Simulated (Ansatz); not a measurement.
**KI: energy along a strain**

KI, Fm-3m, a = 7.049 Å (as given, not relaxed at this level: 0.2 GPa). Ansatz: r2SCAN, PAW, 500 eV, Γ-centred 6×6×6 mesh on 2 atoms, Gaussian smearing 0.05 eV; no spin polarisation. Cell vectors (Å): 0.000 3.525 3.525; 3.525 0.000 3.525; 3.525 3.525 0.000. The cell is strained by x per cent times the pattern (0 0 1 0 0 0) in the order xx yy zz yz xz xy (engineering shears), with fractional coordinates held. y is the free energy over the start, V0 = 43.784 Å³/atom.

```tsv
x (%)	y (meV/atom)
-4.00	?
-3.00	6.68
-2.00	3.31
-1.00	1.13
0.00	0.00
1.00	-0.21
2.00	0.36
3.00	1.62
3.50	2.48
4.00	3.48
```

Problem. Fit y = c1 x + c2 x² + c3 x³ to the other rows, get the stiffness along the pattern, and predict the missing energy.

Solution. Least squares on the rows shown. y = −0.6608 x + 0.4613 x² − 0.01986 x³. The clamped-ion stiffness p·C·p = 2 × 4.613 eV × 160.2 / 43.784 Å³ = 34 GPa, which is C33 in these axes (C11 of the cubic crystal); c1 is there for the stress left in the start, which by itself gives a slope of -0.65 meV/atom per %. At x = -4.00 the fit asked for gives 11.30 meV/atom. The run gave 11.41 meV/atom, so the fit is 0.11 meV/atom too low, a small miss on the scale of the series.